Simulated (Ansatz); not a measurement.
A run of Ansatz 0.2.0:

input.yaml

```yaml
crystal:
  lattice:
    - [0.0, 2.3656004428, 3.9098401324]
    - [2.1922454667, 0.0, 3.9098401324]
    - [2.1922454667, 2.3656004428, 0.0]
  atoms:
    - { symbol: I, position: [0.0, 0.0, 0.0] }
kpoints:
  mp_grid: { grid: [9, 9, 9] }
  band_path:
    path:
      - [0.0, 0.0, 0.0]
      - [0.5, 0.0, 0.5]
      - [0.5, 0.1138942365, 0.6138942365]
      - [0.0504161431, 0.5, 0.5504161431]
      - [0.0, 0.5, 0.5]
      - [0.0, 0.0, 0.0]
      - [0.5, 0.5, 0.0]
      - [0.9495838569, 0.5, 0.4495838569]
    npoints: 6
scf:
  occupations: { method: fermi_dirac, width: 0.05 }
hamiltonian:
  xc: pbesol
  pseudopotentials: { kind: all_electron, datasets: crystal }
output:
  forces: true
  stress: true
  eigenvalues: true
```

Potentials or basis: all-electron PAW datasets made for the crystal.

Launch:

```console
$ ansatz run input.yaml --threads 1 --pin off --max-ram 3072MiB --backend cpu --events-out ev --progress --plain --runs-dir out
```

Hardware: 1 thread of Intel(R) Xeon(R) Processor @ 2.50GHz (Skylake/Cascade Lake), on a shared host.

Estimate the wall time of this run.

Wall time 12 s on 1 thread of Intel(R) Xeon(R) Processor @ 2.50GHz (Skylake/Cascade Lake) (shared host), peak memory 0.36 GiB. Counts: scf iterations 7, plane waves 159, k points 125, bands 8.
